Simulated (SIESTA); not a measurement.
CoO:

```xyz
2
Lattice="0.0000 2.1315 2.1315 2.1315 0.0000 2.1315 2.1315 2.1315 0.0000" Properties=species:S:1:pos:R:3 pbc="T T T"
Co    0.0000    0.0000    0.0000
O     2.1315    2.1315    2.1315
```

Base run:

- Program: SIESTA 5.4.2
- Functional: PBE
- Potentials or basis: PseudoDojo 0.4 standard (PBE files)
- Basis: DZP (energy shift 0.003 Ry; two zetas on semicore shells)
- Grid cutoff: 800 Ry
- Energy shift: 0.003 Ry
- k mesh: 8 × 8 × 8
- Occupations: fermi-dirac, width 0.05 eV
- Spin: collinear spin, ferromagnetic start
- Starting moments: [2.0, 0.0] μB

Its results: band gap on the k mesh none (metal or under the smearing width); pressure -0.8 GPa; net moment 2.97 μB per cell; site moments Co +2.61; O +0.36 μB.

Problem. The run is repeated on the same cell with these changes: hubbard terms from none to Co d U = 2 eV. What comes out?

Solution. Band gap on the k mesh none (metal or under the smearing width); pressure 1.1 GPa; net moment 3.00 μB per cell; site moments Co +2.68; O +0.32 μB.

Caveats: short orbitals over semicore shells can move pressures by several GPa; the basis of atomic orbitals isn't converged, which shifts pressures, moduli and gaps; a cell with one magnetic atom can't hold antiferromagnetic order, which such compounds often take; semilocal functionals often make such compounds metallic where correlation or magnetic order opens a gap, which also shifts bond lengths (some runs).
